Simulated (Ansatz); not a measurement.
Set up this calculation in Ansatz 0.2.0, as the native input.

```yaml
Task: band structure
Functional: PBEsol
Potentials_or_basis: all-electron LAPW, scalar-relativistic
Cutoff: 199 eV (chosen from the basis error)
Basis_error_allowed: 0.001 eV/atom
k_mesh: 10 × 10 × 6
Occupations: fermi-dirac, width 0.05 eV
Spin: no spin polarisation
```

The system is Ge.

```
CELL_PARAMETERS angstrom
1.48805 -2.59469 0.00000
1.48805 2.59469 0.00000
0.00000 0.00000 4.72760
ATOMIC_POSITIONS crystal
Ge 0.33345 0.66655 0.25000
Ge 0.66655 0.33345 0.75000
```

This isn't the form of Ge at room conditions, which is diamond.

One way to write it, as run:

input.yaml

```yaml
crystal:
  lattice:
    - [1.488052925, -2.59468961, 0.0]
    - [1.488052925, 2.59468961, 0.0]
    - [0.0, 0.0, 4.72759579]
  atoms:
    - { symbol: Ge, position: [0.33344663, 0.66655337, 0.25] }
    - { symbol: Ge, position: [0.66655337, 0.33344663, 0.75] }
kpoints:
  mp_grid: { grid: [10, 10, 6] }
  band_path:
    path:
      - [0.0, 0.0, 0.0]
      - [0.3322253894, 0.3322253894, 0.0]
      - [0.0, 0.5, 0.0]
      - [0.0, 0.5, 0.5]
      - [0.3322253894, 0.3322253894, 0.5]
      - [0.0, 0.0, 0.5]
      - [0.0, 0.0, 0.0]
      - [-0.5, 0.5, 0.0]
    npoints: 12
scf:
  occupations: { method: fermi_dirac, width: 0.05 }
hamiltonian:
  xc: pbesol
  pseudopotentials: { kind: all_electron, lapw: { basis_error: 0.001 } }
output:
  forces: true
  stress: true
  eigenvalues: true
```

Potentials or basis: all-electron LAPW, scalar-relativistic.

Command:

```sh
$ ansatz run input.yaml --threads 1 --pin off --max-ram 3072MiB --backend cpu --events-out ev --progress --plain --runs-dir out
```

It gave:

```
Pressure                : 0.5 GPa
Band gap along the path : none (metal or under the smearing width)
```

It took 21 s on 1 thread of Intel(R) Xeon(R) Platinum 8488C (Sapphire Rapids) (shared host), peak memory 0.44 GiB.
